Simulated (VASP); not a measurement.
# Mo (Im-3m) in VASP: single point with PBE

Aim: the single point of Mo with PBE.

All numbers are computed with VASP 6.6.1; they aren't measurements. Logs are shortened: lines on timing, memory, paths and dates and some standing lists are left out, and cuts for length are marked.

## (1) The structure

It takes space group Im-3m (No. 229, cubic). The conventional cell has a = 3.162 Å, b = 3.162 Å, c = 3.162 Å, α = 90.00°, β = 90.00°, γ = 90.00°. Mo (site symmetry m-3m) has 8 Mo at 2.74 Å as nearest neighbours.

## (2) Single point, PBE

INCAR reads:

```
ALGO = Normal
EDIFF = 1E-6
ENCUT = 520
GGA = PE
ICORELEVEL = 1
ISIF = 2
ISMEAR = 1
LASPH = T
LCHARG = F
LREAL = F
LWAVE = F
NELM = 80
PREC = Accurate
SIGMA = 0.1
```

KPOINTS reads:

```
k-points
0
Gamma
  12 12 34
```

POSCAR reads:

```
Mo
1.0
    3.1617840000      0.0000000000      0.0000000000
    0.0000000000      3.1617840000      0.0000000000
    1.5808920000     -1.5808920000      1.5808920000
Mo
1
Direct
    0.0000000000      0.0000000000      0.0000000000
```

Potentials or basis: VASP PAW PBE potentials, release 64 (Mo_sv).

Launch:

```
$ cat potpaw_PBE.64/Mo_sv/POTCAR > POTCAR
$ mpirun -np 1 vasp_std > vasp.out
```

OUTCAR:

```text
EDIFF = 1E-6
   ENCUT = 520
   GGA = PE
   ISIF = 2
   ISMEAR = 1
   LASPH = T
   LREAL = F
   NELM = 80
   PREC = Accurate

 ion  position               nearest neighbor table
   1  0.000  0.000  0.000-

  LATTYP: Found a body centered cubic cell.
 ALAT       =     3.1617840000

  Lattice vectors:

 A1 = (  -1.5808920000,   1.5808920000,  -1.5808920000)
 A2 = (  -1.5808920000,  -1.5808920000,   1.5808920000)
 A3 = (   1.5808920000,   1.5808920000,   1.5808920000)

Analysis of symmetry for initial positions (statically):
=====================================================================
 Subroutine PRICEL returns:
 Original cell was already a primitive cell.

 Routine SETGRP: Setting up the symmetry group for a
 body centered cubic supercell.

 Subroutine GETGRP returns: Found 48 space group operations
 (whereof 48 operations were pure point group operations)
 out of a pool of 48 trial point group operations.

The static configuration has the point symmetry O_h .

Analysis of symmetry for dynamics (positions and initial velocities):
=====================================================================
 Subroutine PRICEL returns:
 Original cell was already a primitive cell.

 Routine SETGRP: Setting up the symmetry group for a
 body centered cubic supercell.

 Subroutine GETGRP returns: Found 48 space group operations
 (whereof 48 operations were pure point group operations)
 out of a pool of 48 trial point group operations.

The dynamic configuration has the point symmetry O_h .

 Subroutine INISYM returns: Found 48 space group operations
 (whereof 48 operations are pure point group operations),
 and found     1 'primitive' translations

----------------------------------------------------------------------------------------

                                     Primitive cell

  volume of cell :      15.8040

  direct lattice vectors                    reciprocal lattice vectors
     3.161784000  0.000000000  0.000000000     0.316277140  0.000000000 -0.316277140
     0.000000000  3.161784000  0.000000000     0.000000000  0.316277140  0.316277140
     1.580892000 -1.580892000  1.580892000     0.000000000  0.000000000  0.632554279

  length of vectors
     3.161784000  3.161784000  2.738185265     0.447283420  0.447283420  0.632554279

  position of ions in fractional coordinates (direct lattice)
     0.000000000  0.000000000  0.000000000

  ion indices of the primitive-cell ions
   primitive index   ion index
                 1           1

----------------------------------------------------------------------------------------

 KPOINTS: k-points

Automatic generation of k-mesh.
 Grid dimensions read from file:
 generate k-points for:   12   12   34

 Generating k-lattice:

  Cartesian coordinates                     Fractional coordinates (reciprocal lattice)
     0.026356428  0.000000000 -0.026356428     0.083333333  0.000000000  0.000000000
     0.000000000  0.026356428  0.026356428     0.000000000  0.083333333  0.000000000
     0.000000000  0.000000000  0.018604538     0.000000000  0.000000000  0.029411765

  Length of vectors
     0.037273618  0.037273618  0.018604538

  Shift w.r.t. Gamma in fractional coordinates (k-lattice)
     0.000000000  0.000000000  0.000000000

 -----------------------------------------------------------------------------
|                                                                             |
|           W    W    AA    RRRRR   N    N  II  N    N   GGGG   !!!           |
|           W    W   A  A   R    R  NN   N  II  NN   N  G    G  !!!           |
|           W    W  A    A  R    R  N N  N  II  N N  N  G       !!!           |
|           W WW W  AAAAAA  RRRRR   N  N N  II  N  N N  G  GGG   !            |
|           WW  WW  A    A  R   R   N   NN  II  N   NN  G    G                |
|           W    W  A    A  R    R  N    N  II  N    N   GGGG   !!!           |
|                                                                             |
|     Your reciprocal lattice and k-lattice belong to different lattice       |
|     classes:                                                                |
|                                                                             |
|        The reciprocal lattice is face-centered cubic,                       |
|        whereas your k-lattice is base-centered monoclinic.                  |
|                                                                             |
|     Results are often still useful ...                                      |
|                                                                             |
 -----------------------------------------------------------------------------

 WARNING: IBZKPT: internal override: KBLOWUP is changed to .FALSE.
      ... skipping the blow-up phase ...

 Subroutine IBZKPT returns following result:
 ===========================================

 Found   1138 irreducible k-points:

 Following reciprocal coordinates:
            Coordinates               Weight
  0.000000  0.000000  0.000000      1.000000
  0.083333  0.000000  0.000000      6.000000
  0.166667  0.000000  0.000000      6.000000
  0.250000  0.000000  0.000000      6.000000
  0.333333  0.000000  0.000000      6.000000
  0.416667  0.000000  0.000000      6.000000
[... 16 lines left out ...]
  0.250000  0.000000  0.029412      4.000000
  0.333333  0.000000  0.029412      4.000000
 [... further k-points ...]
   k-points           NKPTS =   1138   k-points in BZ     NKDIM =   1138   number of bands    NBANDS=     11
   number of dos      NEDOS =    301   number of ions     NIONS =      1
   total plane-waves  NPLWV =  11520
   dimension x,y,z NGX =    24 NGY =   24 NGZ =   20
   dimension x,y,z NGXF=    48 NGYF=   48 NGZF=   40
   ions per type =               1
   NGX,Y,Z   is equivalent  to a cutoff of  12.62, 12.62, 12.14 a.u.
   NGXF,Y,Z  is equivalent  to a cutoff of  25.24, 25.24, 24.29 a.u.
 SYSTEM =  unknown system
   PREC   = accura    normal or accurate (medium, high low for compatibility)
   ISTART =      0    job   : 0-new  1-cont  2-samecut
   ICHARG =      2    charge: 1-file 2-atom 10-const
   ISPIN  =      1    spin polarized calculation?
   LNONCOLLINEAR =      F non collinear calculations
   LSORBIT =      F    spin-orbit coupling
   LASPH  =      T    aspherical Exc in radial PAW
   ENCUT  =  520.0 eV  38.22 Ry    6.18 a.u.   5.88  5.88  5.09*2*pi/ulx,y,z
   NELM   =     80;   NELMIN=  2; NELMDL= -5     # of ELM steps
   EDIFF  = 0.1E-05   stopping-criterion for ELM
   LREAL  =      F    real-space projection
   EDIFFG = 0.1E-04   stopping-criterion for IOM
   NSW    =      0    number of steps for IOM
   IBRION =     -1    ionic relax: 0-MD 1-quasi-New 2-CG
   NFREE  =      0    steps in history (QN), initial steepest desc. (CG)
   ISIF   =      2    stress and relaxation
   ISYM   =      2    0-nonsym 1-usesym 2-fastsym
   POTIM  = 0.5000    time-step for ionic-motion
   TEBEG  =    0.0;   TEEND  =   0.0 temperature during run
   PSTRESS=    0.0 pullay stress
   NELECT =      14.0000    total number of electrons
   NUPDOWN=      -1.0000    fix difference up-down
   EMIN   =  10.00;   EMAX   =-10.00  energy-range for DOS
   EFERMI =   0.00;   METHOD = LEGACY
   ISMEAR =     1;   SIGMA  =   0.10  broadening in eV -4-tet -1-fermi 0-gaus
   EFERMI_NEDOS =   21; number of points for ismear=-14 and -15
   IALGO  =     38    algorithm
   IMIX   =      4    mixing-type and parameters
     AMIX     =   0.40;   BMIX     =  1.00
     AMIX_MAG =   1.60;   BMIX_MAG =  1.00
  volume/ion in A,a.u.               =      15.80       106.65
  Fermi-wavevector in a.u.,A,eV,Ry     =   1.572275  2.971170 33.634285  2.472050
  Thomas-Fermi vector in A             =   2.673734
   LORBIT       =      0    0 simple, 1 ext, 2 COOP (PROOUT), +10 PAW based schemes
   GGA     = PE    functional components
   LHFCALC =     F    Hartree Fock is set to
   AEXX    =    0.0000 exact exchange contribution
   IVDW    =     0    specifies the selected vdW correction
   LEPSILON=     F    determine dielectric tensor
   LRPA    =     F    only Hartree local field effects (RPA)
 non-spin polarized calculation
 Methfessel and Paxton  Order N= 1 SIGMA  =   0.10
  energy-cutoff  :      520.00
  volume of cell :       15.80
 maximum number of plane-waves:       438
   NGX = 11   NGY = 11   NGZ = 11

 number of electron      14.0000000 magnetization

 Free energy of the ion-electron system (eV)
  ---------------------------------------------------
  ext. energy  EPLUGINS =         0.00000000
  ---------------------------------------------------
  free energy    TOTEN  =       -10.93715300 eV

  energy without entropy =      -10.93747879  energy(sigma->0) =      -10.93726160

 the core state eigenenergies are
   1-  1s -19803.5807  2s  -2783.7697  2p  -2486.7696  3s   -460.9931  3p   -363.7003
       3d   -205.5220

 E-fermi :  12.4597     XC(G=0): -13.3294

 val. band max:       12.4593400553   @ k =   0.2500   0.0000   0.0588
 cond. band min:      12.4607231403   @ k =   0.1667  -0.1667   0.2059
 fundamental gap:      0.0013830851
 Fermi energy:        12.4596504601

 k-point     1 :       0.0000    0.0000    0.0000
  band No.  band energies     occupation
      1     -48.8664      2.00000
      2     -22.1572      2.00000
      3     -22.1572      2.00000
      4     -22.1572      2.00000
      5       5.2183      2.00000
      6      11.0724      2.00000
      7      11.0724      2.00000
      8      11.0724      2.00000
      9      14.0575     -0.00000
     10      14.0575     -0.00000
     11      27.2332      0.00000

 k-point     2 :       0.0833    0.0000    0.0000
  band No.  band energies     occupation
      1     -48.8498      2.00000
      2     -22.2538      2.00000
      3     -22.1871      2.00000
      4     -22.1579      2.00000
      5       5.5188      2.00000
      6      10.9049      2.00000
      7      11.0410      2.00000
      8      11.3556      2.00000
      9      13.8245     -0.00000
     10      14.0631     -0.00000
     11      27.4476      0.00000
[... 295 lines left out ...]
 k-point    24 :       0.3333    0.0000    0.0294
  band No.  band energies     occupation
      1     -48.6972      2.00000
      2     -23.0759      2.00000
      3     -22.4524      2.00000
      4     -22.1733      2.00000
      5       7.4661      2.00000
      6       9.6779      2.00000
      7      11.2451      2.00000
      8      13.6110     -0.00000
      9      14.4292     -0.00000
     10      14.4487     -0.00000
     11      26.3847      0.00000

 [... further k-points ...]

------------------------ aborting loop because EDIFF is reached ----------------------------------------

  FORCE on cell =-STRESS in cart. coord.  units (eV):
  Direction    XX          YY          ZZ          XY          YZ          ZX
  --------------------------------------------------------------------------------------
  -------------------------------------------------------------------------------------
  Total        0.0320829      0.0320829      0.0320829     -0.0000000      0.0000000      0.0000000
  in kB        3.2525002      3.2525002      3.2525002     -0.0000000      0.0000000      0.0000000
  external PRESSURE =       3.2525002 kB  Pullay stress =       0.0000000 kB

 VOLUME and BASIS-vectors are now :
 -----------------------------------------------------------------------------
  energy-cutoff  :      520.00
  volume of cell :       15.80
      direct lattice vectors                 reciprocal lattice vectors
     3.161784000  0.000000000  0.000000000     0.316277140  0.000000000 -0.316277140
     0.000000000  3.161784000  0.000000000     0.000000000  0.316277140  0.316277140
     1.580892000 -1.580892000  1.580892000     0.000000000  0.000000000  0.632554279

 POSITION                                       TOTAL-FORCE (eV/Angst)
 -----------------------------------------------------------------------------------
      0.00000      0.00000      0.00000         0.000000     -0.000000      0.000000
 -----------------------------------------------------------------------------------
    total drift:                                0.000000     -0.000000      0.000000

  FREE ENERGIE OF THE ION-ELECTRON SYSTEM (eV)
  ---------------------------------------------------
  free  energy   TOTEN  =       -10.9371529995 eV

  energy  without entropy=      -10.9374787904  energy(sigma->0) =      -10.93726160
```

Wall time 58 s (1 thread of Intel Xeon Platinum 8559C (Emerald Rapids), shared host); peak memory 0.3 GiB.

Results:

```yaml
Free_energy: -10.9372 eV
Pressure: 0.3 GPa
Band_gap_on_the_k_mesh: none (metal or under the smearing width)
```

Core levels (eV, on the scale of the bands):
```tsv
atom	levels
1 Mo	1s -19803.6, 2s -2783.8, 2p -2486.8, 3s -461.0, 3p -363.7, 3d -205.5
```
